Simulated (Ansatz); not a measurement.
**CoO in Ansatz: the effect of functional**

Crystal: CoO.

```xyz
2
Lattice="1.4747 0.8514 2.3901 -1.4747 0.8514 2.3901 0.0000 -1.7029 2.3901" Properties=species:S:1:pos:R:3 pbc="T T T"
Co    0.0000    0.0000    0.0000
O     0.0000    0.0000    3.5852
```

The cell is a database's computed one.

The cell isn't the ideal one: volume scaled by 0.94.

Alike in all runs:

```yaml
Program: Ansatz 0.2.0
Task: single point
Potentials_or_basis: Ansatz PAW
k_mesh: 11 × 11 × 11
Occupations: fermi-dirac, width 0.05 eV
Spin: collinear spin, ferromagnetic start
Starting_moments: "[2.0, 0.0] μB"
```

| functional | cutoff | gap on the mesh (eV) | pressure (GPa) | moment (μB) |
| --- | --- | --- | --- | --- |
| LDA | 420 eV (not typed: the program's choice for these potentials) | none | -10.8 | 2.48 |
| PBEsol | 420 eV (not typed: the program's choice for these potentials) | ? | ? | ? |
| r2SCAN | 500 eV (not typed: the program's choice for these potentials) | 0.12 | 14.6 | 3.00 |

Problem. What does the run with functional PBEsol give?

Solution. gap on the mesh none; pressure 1.5 GPa; moment 2.78 μB.

Caveats: a cell with one magnetic atom can't hold antiferromagnetic order, which such compounds often take; the PAW data sets come from PBE, with cores solved anew for the run's functional, which leaves a small shift of forces and pressure; semilocal functionals often make such compounds metallic where correlation or magnetic order opens a gap, which also shifts bond lengths (some runs); the magnetic or orbital state may not be the lowest (some runs); odd divisions of the mesh miss points on the zone boundary, where band edges often lie, so the gap on the mesh can be too wide (some runs).

A k mesh can miss the band edges.

A gap of «none» marks a metal or a gap under the smearing width.

Runs at the PBE level aren't shown here.
